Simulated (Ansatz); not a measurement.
## Preparing Ga2O3 (C2/m) as a host crystal

Aim: the runs on the perfect crystal Ga2O3 (C2/m) that a defect calculation needs first.

Program: Ansatz 0.2.0. Level of theory: plane-wave PAW DFT, r2SCAN; relaxation of the host's cell and atoms; PAW set soft_1, in the first sound run; inputs show where later runs differ. Results are calculated unless marked as measured.

### 1. The starting structure

Symmetry: C2/m, No. 12, monoclinic system. Conventional cell: a = 12.280 Å, b = 3.048 Å, c = 5.817 Å, α = 90.00°, β = 103.76°, γ = 90.00°. Nearest to Ga lie 6 O at 1.94 to 2.08 Å. Ga has 4 O at 1.84 to 1.87 Å nearest. O has 3 Ga at 1.84 to 1.94 Å nearest. Nearest to O lie 4 Ga at 1.87 to 2.08 Å. O has 3 Ga at 1.84 to 1.95 Å nearest. Farther neighbours and most contacts between anions are not listed.

### 2. Host cell relaxation

Cell and atoms are relaxed together, until forces and stress fall under their thresholds.

The input, cell/input.yaml:

```yaml
crystal:
  lattice:
    - [6.1402367, -1.5237837, 0.0]
    - [6.1402367, 1.5237837, 0.0]
    - [-1.3841309, 0.0, 5.6503489]
  atoms:
    - { symbol: Ga, position: [0.3411617, 0.3411617, 0.68526966] }
    - { symbol: Ga, position: [0.6588383, 0.6588383, 0.31473034] }
    - { symbol: Ga, position: [0.9095256, 0.9095256, 0.205214] }
    - { symbol: Ga, position: [0.0904744, 0.0904744, 0.794786] }
    - { symbol: O, position: [0.50353087, 0.50353087, 0.74333591] }
    - { symbol: O, position: [0.49646913, 0.49646913, 0.25666409] }
    - { symbol: O, position: [0.82662894, 0.82662894, 0.43676984] }
    - { symbol: O, position: [0.17337106, 0.17337106, 0.56323016] }
    - { symbol: O, position: [0.16450498, 0.16450498, 0.10915408] }
    - { symbol: O, position: [0.83549502, 0.83549502, 0.89084592] }
basis:
  ecutwfc: 500
  xc_grid: 2
hamiltonian:
  xc: r2scan
  pseudopotentials: { kind: paw, azcp: { folder: soft_1 } }
kpoints:
  mp_grid: { grid: [9, 9, 5] }
scf:
  occupations: { method: fixed }
  max_iter: 100
relax:
  f_tol: 0.005
  max_steps: 60
  cell: {}
output:
  forces: true
  stress: true
checkpoint:
  write: "../cell.run"
  compress: false
  write_wavefunctions: false
  write_every: 100000
```

Started as:

```
> ansatz run input.yaml --threads 32 --pin off --max-ram 56524MiB --backend cuda --events-out ev --progress --plain --runs-dir out --max-vram 78GiB
```

Numbers of over 12 decimals in the logs are rounded to 6 here.

What it wrote:

```text
[...]
Engine: ansatz 0.2.0, aarch64-unknown-linux-gnu
[...]
Pseudopotential: Ga, paw, valence charge 13, recommended cutoff 500 eV (meta_gga), soft_1/Ga.paw.azcp
Pseudopotential: O, paw, valence charge 6, recommended cutoff 500 eV (meta_gga), soft_1/O.paw.azcp
Functional definition: r2SCAN
[...]
Crystal: 10 atoms, lattice volume = 105.734 Å³
Basis set: ecut = 500 eV, 2681 PW (Γ), FFT grids on a1−a2, a2, a3, exchange–correlation on 48×96×90 points (8 copies of the dense FFT grid, shifted against one another)
Bands: 54, of which v1, the nominal top of the filled ones, is band 44 counted from 1 (43 counted from 0)
[...]
Space group: C2/m (ITA 12), of the structure as read, at distance tolerance 4.7e-5 Å
k-points: 115 of 405
[...]
Functional: x = r2scan, c = r2scan; τ floored in thin density (d = 2e-4 eV/Å³)
[...]
automatic band count: iteration 3 solves 52 bands in place of 54: the levels show a gap, and the empty bands left out lie too high to hold charge; the band table lists the bands solved (type scf.n_ext [...]
[...]
SCF 1 converged in 10 iterations: F = -18577.866842 eV  dr2 = 3.02e-8
[...]
relax step   1: F+E_penalty+E_count = -18577.86684250 eV  Δ(F+E_penalty+E_count) = +0.000e0 eV  max|allowed force component| = 7.423e-2 eV/Å  Δτ_max = 0.0000 Å  P = -1.543 GPa  Ω = 105.734 Å³  (10 SCF [...]
[...]
Crystal: 10 atoms, lattice volume = 105.302 Å³
[...]
SCF 2 converged in 5 iterations: F = -18577.870690 eV  dr2 = 3.55e-7
[...]
SCF 6 converged in 5 iterations: F = -18577.871086 eV  dr2 = 1.98e-11
[...]
SCF converged after 5 iterations
[...]
--- Forces (eV/Å), atoms counted from 1 ---
[...]
--- Stress (GPa, compression-positive) ---
        0.019844       0.000000      -0.001715
        0.000000       0.000265      -0.000000
       -0.001694      -0.000000      -0.008466
  P = ⅓ Tr σ = 0.0039 GPa (0.039 kbar)
--- Band table (eV; the first three rows and the last of 115) ---
[...]
--- Relaxed structure (5 steps of the walk, 5 accepted, 1 SCFs on fresh bases) ---
[...]
```

Run time: 8.3 s. Hardware: 1 × NVIDIA GB200 with 32 threads of Arm Neoverse V2, shared host; peak memory 1.2 GiB; 29 s of CPU time.

The steps of the relaxation:

```csv
step,energy less that of the first step (eV),largest force component (eV/Å),pressure (GPa),volume (Å³)
1,0.0000,0.0742,-1.54,105.73
2,-0.0038,0.0394,-0.66,105.30
3,-0.0049,0.0065,0.03,104.99
4,-0.0049,0.0116,-0.01,105.03
5,-0.0049,0.0021,0.00,105.01
6,-0.0042,0.0021,0.00,105.01
```

The log counts 1 steps on a newly chosen plane-wave basis, not all of them marked here; energy and pressure can jump at such steps.

```csv
cell as run,before,after,change
a (Å),6.326,6.312,-0.2 %
b (Å),6.326,6.312,-0.2 %
c (Å),5.817,5.808,-0.2 %
α (°),103.35,103.39,+0.0 %
β (°),103.35,103.39,+0.0 %
γ (°),27.87,27.86,-0.1 %
volume (Å³/atom),10.57,10.50,-0.7 %
```

Numbers from this step:

```
pressure : 0.003881 GPa
```

The relaxation ends with a largest force component of 0.0021 eV/Å and a pressure of 0.00 GPa.

### 3. Dielectric tensors of the host

The response to a uniform electric field gives the electronic dielectric tensor.

This step: plane-wave PAW DFPT, PBEsol; dielectric tensors, Born charges and zone-centre modes of the host; PAW set soft_1 (Ansatz 0.2.0).

The input, eps/input.yaml:

```yaml
crystal:
  lattice:
    - [6.1265954155, -1.5194804787, -0.0026150466]
    - [6.1265954155, 1.5194804787, -0.0026150466]
    - [-1.3834622942, 0.0, 5.6409524212]
  atoms:
    - { symbol: Ga, position: [0.3412914738, 0.3412914738, 0.6855455686] }
    - { symbol: Ga, position: [0.6587085262, 0.6587085262, 0.3144544314] }
    - { symbol: Ga, position: [0.9094760976, 0.9094760976, 0.2051927019] }
    - { symbol: Ga, position: [0.0905239024, 0.0905239024, 0.7948072981] }
    - { symbol: O, position: [0.5037459962, 0.5037459962, 0.7438036944] }
    - { symbol: O, position: [0.4962540038, 0.4962540038, 0.2561963056] }
    - { symbol: O, position: [0.8266685284, 0.8266685284, 0.4364762482] }
    - { symbol: O, position: [0.1733314716, 0.1733314716, 0.5635237518] }
    - { symbol: O, position: [0.1641900411, 0.1641900411, 0.1091184621] }
    - { symbol: O, position: [0.8358099589, 0.8358099589, 0.8908815379] }
basis:
  ecutwfc: 420
hamiltonian:
  xc: pbesol
  pseudopotentials: { kind: paw, azcp: { folder: soft_1 }, xc_functional: pbe }
kpoints:
  mp_grid: { grid: [8, 8, 4] }
scf:
  occupations: { method: fixed }
  max_iter: 100
phonons:
  method: dfpt
  dielectric: true
  rigid_motions: translations
```

What it wrote:

```text
[...]
Crystal: 10 atoms, lattice volume = 105.015 Å³
Basis set: ecut = 420 eV, 2041 PW (Γ), exchange–correlation on 90×90×80 points (8 copies of the dense FFT grid, shifted against one another)
Bands: 54, of which v1, the nominal top of the filled ones, is band 44 counted from 1 (43 counted from 0)
[...]
k-points: 132 of 256 (irreducible under 1 space group operation, time reversal used)
[...]
SCF iter   1: F=—  HF=-18344.102295 eV  |F-HF|=—  |Δ(HF+E_count)|=         —  Δρ=1.17e-1  dr2=6.51e0  ethr=3.10e-3  ⟨swp⟩=4.0  Hψ=20836  notcnv=0  defer=827
[...]
SCF iter   2: F=—  HF=-18342.454121 eV  |F-HF|=—  |Δ(HF+E_count)|=    1.65e0  Δρ=5.26e-2  dr2=1.37e0  ethr=3.10e-3  ⟨swp⟩=2.0  Hψ=13822  notcnv=0  defer=830
[...]
SCF iter  13: F=-18341.862711 eV  HF=-18341.862711 eV  |F-HF|=1.46e-11  |Δ(HF+E_count)|=  3.64e-12  Δρ=1.65e-7  dr2=2.70e-11  ethr=1.00e-12  ⟨swp⟩=12.6  Hψ=44763  notcnv=0
SCF 1 converged in 13 iterations: F = -18341.862711 eV  dr2 = 2.70e-11
[...]
SCF 1 converged in 6 iterations: F = -18341.686074 eV  dr2 = 7.12e-9
[...]
SCF converged after 13 iterations
[...]
```

The job ended after 28 s (1 × NVIDIA GB200 with 32 threads; peak memory 5.4 GiB).

The column dr2 measures how far the density is from self-consistency, as an energy; F and HF (Harris–Foulkes) agree once it is small.

Electronic dielectric tensor:

```
4.07 0.00 0.00
0.00 4.18 0.00
0.00 0.00 4.18
```

Static dielectric tensor:

```
11.02  0.00 -0.83
 0.00 10.83  0.00
-0.83  0.00 13.62
```

The principal values of the electronic dielectric tensor are 4.07, 4.18 and 4.18. The principal values of the static dielectric tensor are 10.77, 10.83 and 13.87.

### 4. Primitive cell on a dense mesh

A dense mesh gives the host's converged energy, against which the supercell's sampling is tested.

This step: plane-wave PAW DFT, r2SCAN; single point of the host's primitive cell on a dense mesh; PAW set soft_1 (Ansatz 0.2.0).

dense/input.yaml, as its differences from eps/input.yaml of step 3:

```diff
@@ -17,14 +17,11 @@
 basis:
-  ecutwfc: 420
+  ecutwfc: 500
+  xc_grid: 2
 hamiltonian:
-  xc: pbesol
-  pseudopotentials: { kind: paw, azcp: { folder: soft_1 }, xc_functional: pbe }
+  xc: r2scan
+  pseudopotentials: { kind: paw, azcp: { folder: soft_1 } }
 kpoints:
-  mp_grid: { grid: [8, 8, 4] }
+  mp_grid: { grid: [9, 9, 5] }
 scf:
-  occupations: { method: fixed }
-  max_iter: 100
-phonons:
-  method: dfpt
-  dielectric: true
-  rigid_motions: translations
+  occupations: { method: fermi_dirac, width: 0.01 }
+  max_iter: 80
```

What it wrote:

```text
[...]
Crystal: 10 atoms, lattice volume = 105.015 Å³
Basis set: ecut = 500 eV, 2667 PW (Γ), FFT grids on a1−a2, a2, a3, exchange–correlation on 48×96×90 points (8 copies of the dense FFT grid, shifted against one another)
Bands: 54, of which v1, the nominal top of the filled ones, is band 44 counted from 1 (43 counted from 0)
[...]
k-points: 115 of 405
[...]
SCF iter   2: F=—  HF=-18578.216291 eV  |F-HF|=—  |Δ(HF+E_count)|=    1.74e0  Δρ=6.09e-2  dr2=1.81e0  dr2_τ=6.76e-2  ethr=3.10e-3  ⟨swp⟩=2.0  Hψ=12894  notcnv=0  defer=488
[...]
SCF iter   9: F=—  HF=-18577.871086 eV  |F-HF|=—  |Δ(HF+E_count)|=   1.10e-8  Δρ=1.21e-5  dr2=1.10e-7  dr2_τ=9.15e-9  ethr=3.14e-9  ⟨swp⟩=2.0  Hψ=10735  notcnv=0  defer=258
SCF iter  10: F=-18577.871086 eV  HF=-18577.871086 eV  |F-HF|=5.72e-8  |Δ(HF+E_count)|=   2.53e-8  Δρ=6.67e-6  dr2=3.18e-8  dr2_τ=2.62e-9  ethr=1.19e-10  ⟨swp⟩=3.0  Hψ=14394  notcnv=0
SCF 1 converged in 10 iterations: F = -18577.871086 eV  dr2 = 3.18e-8
[...]
SCF converged after 10 iterations
Free energy (F): -18577.871086 eV
[...]
Fermi energy:    9.184432 eV
[...]
```

It took 1.7 s on 1 × NVIDIA GB200 with 32 threads; peak memory 1 GiB.

### 5. Self-consistent run

This step: plane-wave PAW DFT, r2SCAN; single point of the defect-free supercell, a test of its k-points; PAW set soft_1 (Ansatz 0.2.0).

System of this step: Ga2O3 (C2/m). The cell holds 160 atoms: 64 Ga and 96 O. Cell: a = 12.253 Å, b = 12.156 Å, c = 11.616 Å, α = 90.0°, β = 103.8°, γ = 90.0°.

The input, pristine.sampling/input.yaml:

```yaml
crystal:
  lattice:
    - [12.2531908311, 0.0, -0.0052300931]
    - [0.0, 12.15584383, 0.0]
    - [-2.7669245884, 0.0, 11.2819048424]
  atoms:
    - { symbol: Ga, position: [0.3412914738, 0.0, 0.3427727843] }
    - { symbol: Ga, position: [0.8412914738, 0.125, 0.3427727843] }
    - { symbol: Ga, position: [0.1587085262, 0.125, 0.1572272157] }
    - { symbol: Ga, position: [0.6587085262, 0.0, 0.1572272157] }
    - { symbol: Ga, position: [0.4094760976, 0.125, 0.102596351] }
    - { symbol: Ga, position: [0.9094760976, 0.0, 0.102596351] }
    - { symbol: Ga, position: [0.0905239024, 0.0, 0.397403649] }
    - { symbol: Ga, position: [0.5905239024, 0.125, 0.397403649] }
    - { symbol: O, position: [0.0037459962, 0.125, 0.3719018472] }
    - { symbol: O, position: [0.5037459962, 0.0, 0.3719018472] }
    - { symbol: O, position: [0.4962540038, 0.0, 0.1280981528] }
    - { symbol: O, position: [0.9962540038, 0.125, 0.1280981528] }
    - { symbol: O, position: [0.3266685284, 0.125, 0.2182381241] }
    - { symbol: O, position: [0.8266685284, 0.0, 0.2182381241] }
    - { symbol: O, position: [0.1733314716, 0.0, 0.2817618759] }
    - { symbol: O, position: [0.6733314716, 0.125, 0.2817618759] }
    - { symbol: O, position: [0.1641900411, 0.0, 0.054559231] }
    - { symbol: O, position: [0.6641900411, 0.125, 0.054559231] }
    - { symbol: O, position: [0.3358099589, 0.125, 0.445440769] }
    - { symbol: O, position: [0.8358099589, 0.0, 0.445440769] }
    - { symbol: Ga, position: [0.3412914738, 0.0, 0.8427727843] }
    - { symbol: Ga, position: [0.8412914738, 0.125, 0.8427727843] }
    - { symbol: Ga, position: [0.1587085262, 0.125, 0.6572272157] }
    - { symbol: Ga, position: [0.6587085262, 0.0, 0.6572272157] }
    - { symbol: Ga, position: [0.4094760976, 0.125, 0.602596351] }
    - { symbol: Ga, position: [0.9094760976, 0.0, 0.602596351] }
    - { symbol: Ga, position: [0.0905239024, 0.0, 0.897403649] }
    - { symbol: Ga, position: [0.5905239024, 0.125, 0.897403649] }
    - { symbol: O, position: [0.0037459962, 0.125, 0.8719018472] }
    - { symbol: O, position: [0.5037459962, 0.0, 0.8719018472] }
[... 124 atom lines left out ...]
    - { symbol: O, position: [0.1733314716, 0.75, 0.7817618759] }
    - { symbol: O, position: [0.6733314716, 0.875, 0.7817618759] }
    - { symbol: O, position: [0.1641900411, 0.75, 0.554559231] }
    - { symbol: O, position: [0.6641900411, 0.875, 0.554559231] }
    - { symbol: O, position: [0.3358099589, 0.875, 0.945440769] }
    - { symbol: O, position: [0.8358099589, 0.75, 0.945440769] }
basis:
  ecutwfc: 500
  xc_grid: 2
hamiltonian:
  xc: r2scan
  pseudopotentials: { kind: paw, azcp: { folder: soft_1 } }
kpoints:
  mp_grid: { grid: [1, 1, 1] }
scf:
  occupations: { method: fermi_dirac, width: 0.01 }
  max_iter: 80
```

What it wrote:

```text
[...]
Crystal: 160 atoms, lattice volume = 1680.240 Å³
Basis set: ecut = 500 eV, 42627 PW (Γ), exchange–correlation on 180×180×180 points (8 copies of the dense FFT grid, shifted against one another)
Bands: 864, of which v1, the nominal top of the filled ones, is band 704 counted from 1 (703 counted from 0)
[...]
k-points: 1
[...]
SCF iter   2: F=—  HF=-297250.736136 eV  |F-HF|=—  |Δ(HF+E_count)|=    2.80e1  Δρ=6.10e-2  dr2=2.91e1  dr2_τ=1.09e0  ethr=3.10e-3  ⟨swp⟩=2.0  Hψ=1694  notcnv=0  defer=153
[...]
SCF iter   9: F=—  HF=-297245.229248 eV  |F-HF|=—  |Δ(HF+E_count)|=   6.37e-7  Δρ=1.21e-5  dr2=1.78e-6  dr2_τ=1.44e-7  ethr=3.03e-9  ⟨swp⟩=2.0  Hψ=1415  notcnv=0  defer=105
SCF iter  10: F=-297245.229248 eV  HF=-297245.229249 eV  |F-HF|=8.07e-7  |Δ(HF+E_count)|=   3.97e-7  Δρ=6.47e-6  dr2=4.90e-7  dr2_τ=4.16e-8  ethr=7.10e-11  ⟨swp⟩=3.0  Hψ=2181  notcnv=0
SCF 1 converged in 10 iterations: F = -297245.229248 eV  dr2 = 4.90e-7
[...]
SCF converged after 10 iterations
Free energy (F): -297245.229248 eV
[...]
Fermi energy:    9.178623 eV
[...]
```

Run time: 1.8 s. Hardware: 1 × NVIDIA GB200 with 32 threads; peak memory 1.2 GiB; 4.6 s of CPU time.

This step gave:

| Property | Result |
| --- | --- |
| energy over dense mesh | 0.004426 eV/atom |

### 6. Defect free supercell relaxed from its symmetric sites

This cell, the one that will hold the defects, is built from the relaxed host. Its coarser k-points can move the atoms a little, so it is relaxed from the symmetric sites, as the reference for the test of stability.

This step: plane-wave PAW DFT, r2SCAN; relaxation of the defect-free supercell from its symmetric sites; PAW set soft_1 (Ansatz 0.2.0).

pristine.symmetric/input.yaml, as its differences from pristine.sampling/input.yaml of step 5:

```diff
@@ -54 +54,12 @@
   max_iter: 80
+output:
+  forces: true
+relax:
+  f_tol: 0.01
+  max_steps: 60
+  escape_saddle: false
+checkpoint:
+  write: "../pristine.symmetric.run"
+  compress: false
+  write_wavefunctions: false
+  write_every: 100000
```

What it wrote:

```text
[...]
Crystal: 160 atoms, lattice volume = 1680.240 Å³
Basis set: ecut = 500 eV, 42627 PW (Γ), exchange–correlation on 180×180×180 points (8 copies of the dense FFT grid, shifted against one another)
Bands: 864, of which v1, the nominal top of the filled ones, is band 704 counted from 1 (703 counted from 0)
[...]
SCF iter   9: F=-297245.229248 eV  HF=-297245.229248 eV  |F-HF|=6.61e-7  |Δ(HF+E_count)|=   6.65e-7  Δρ=1.21e-5  dr2=1.79e-6  dr2_τ=1.45e-7  ethr=1.78e-10  ⟨swp⟩=2.0  Hψ=2936  notcnv=0
SCF 1 converged in 9 iterations: F = -297245.229248 eV  dr2 = 1.79e-6
[...]
relax step   1: F+E_penalty+E_count = -297245.22924762 eV  Δ(F+E_penalty+E_count) = +0.000e0 eV  max|allowed force component| = 1.380e-2 eV/Å  Δτ_max = 0.0000 Å  (9 SCF iters, dr2 threshold 2.50e-6 eV [...]
[...]
SCF iter   1: F=—  HF=-297245.229627 eV  |F-HF|=—  |Δ(HF+E_count)|=         —  Δρ=1.90e-4  dr2=2.01e-4  dr2_τ=2.36e-3  ethr=1.37e-8  ⟨swp⟩=2.0  Hψ=2169  notcnv=0  defer=105
[...]
relax step   2: F+E_penalty+E_count = -297245.22972964 eV  Δ(F+E_penalty+E_count) = -4.820e-4 eV  max|allowed force component| = 8.649e-3 eV/Å  Δτ_max = 0.0010 Å  (6 SCF iters, accepted)
[...]
SCF 3 converged in 2 iterations: F = -297245.229730 eV  dr2 = 4.44e-9
SCF converged after 2 iterations
[...]
```

Elapsed: 3.8 s, on 1 × NVIDIA GB200 with 32 threads; peak memory 1.3 GiB; 9.3 s of CPU time.

Hardly anything moved in the relaxation; the energy changed by under 0.2 meV an atom.

### 7. Defect free supercell relaxed from displaced atoms

This step: plane-wave PAW DFT, r2SCAN; relaxation of the defect-free supercell from random displacements, a test of the host's stability; PAW set soft_1 (Ansatz 0.2.0).

pristine.rattled/input.yaml, as its differences from pristine.symmetric/input.yaml of step 6:

```diff
@@ -58,6 +58,6 @@
   f_tol: 0.01
-  max_steps: 60
-  escape_saddle: false
+  max_steps: 120
+  random_displacement: { amplitude: 0.08, seed: 9672 }
 checkpoint:
-  write: "../pristine.symmetric.run"
+  write: "../pristine.rattled.run"
   compress: false
```

What it wrote:

```text
[...]
Crystal: 160 atoms, lattice volume = 1680.240 Å³
Basis set: ecut = 500 eV, 42627 PW (Γ), exchange–correlation on 180×180×180 points (8 copies of the dense FFT grid, shifted against one another)
Bands: 864, of which v1, the nominal top of the filled ones, is band 704 counted from 1 (703 counted from 0)
[...]
k-points: 1
[...]
SCF 1 converged in 10 iterations: F = -297234.900267 eV  dr2 = 9.65e-7
[...]
relax step   1: F+E_penalty+E_count = -297234.90026706 eV  Δ(F+E_penalty+E_count) = +0.000e0 eV  max|allowed force component| = 4.415e0 eV/Å  Δτ_max = 0.0000 Å  (10 SCF iters, dr2 threshold 2.50e-6 eV [...]
[...]
SCF 2 converged in 7 iterations: F = -297242.196346 eV  dr2 = 3.53e-5
[...]
relax step   6: F+E_penalty+E_count = -297245.23009758 eV  Δ(F+E_penalty+E_count) = -1.374e-7 eV  max|allowed force component| = 2.091e-3 eV/Å  Δτ_max = 0.0000 Å  (2 SCF iters, accepted)
[...]
SCF 7 converged in 2 iterations: F = -297245.230098 eV  dr2 = 7.13e-9
SCF converged after 2 iterations
[...]
```

It took 6.2 s on 1 × NVIDIA GB200 with 32 threads; peak memory 1.3 GiB.

Relaxation path:

| step | energy less that of the first step (eV) | largest force component (eV/Å) |
| --- | --- | --- |
| 1 | 0.0000 | 4.4152 |
| 2 | -7.2961 | 2.4294 |
| 3 | -10.3241 | 0.0582 |
| 4 | -10.3242 | 0.0576 |
| 5 | -10.3298 | 0.0021 |
| 6 | -10.3298 | 0.0021 |

The relaxation ends 65 meV an atom lower than the displaced start, with a largest force component of 0.0021 eV/Å.

### 8. Outcome

* primitive cell vectors, lengths: 6.312, 6.312, 5.808 Å
* electronic dielectric constant: principal values (4.07, 4.18, 4.18)
* static dielectric constant: principal values (10.77, 10.83, 13.87)
* gap on the k-mesh of the response run (PBEsol): 2.29 eV
* supercell relaxed in its symmetry less the displaced and relaxed one: 0.000 eV
* energy an atom at the zone centre alone less that on the dense mesh: 0.004 eV

Step 7: The energy fell by 10.330 eV from the randomly displaced start; the atoms end within 0.005 Å of the sites as typed, once the mean shift is taken out. The displaced cell ends within 0.01 eV of the symmetric one relaxed in its symmetry, so no lower structure shows in this supercell. The k-mesh can miss the band edges, so this gap is an upper bound at this level. All at zero temperature.

[Logs are printed without paths, hosts, clocks, repeated set-up lines and the standing remarks that a program may print on its own settings, such as how far it seeks lower states.]

[Hosts, paths, dates, database ids (printed as entryN), source tags and the programs' standing remarks are cut or masked in the printed files.]

[Runs of the host that timed out are not shown.]

[For some hosts the program warned that the k-mesh of the response run may be too coarse for force constants and the static dielectric constant; such warnings are not always shown.]

[The program warned that the k-mesh of a response run behind this text may be too coarse: force constants, and the static dielectric constant and all else formed from them, are not shown converged.]
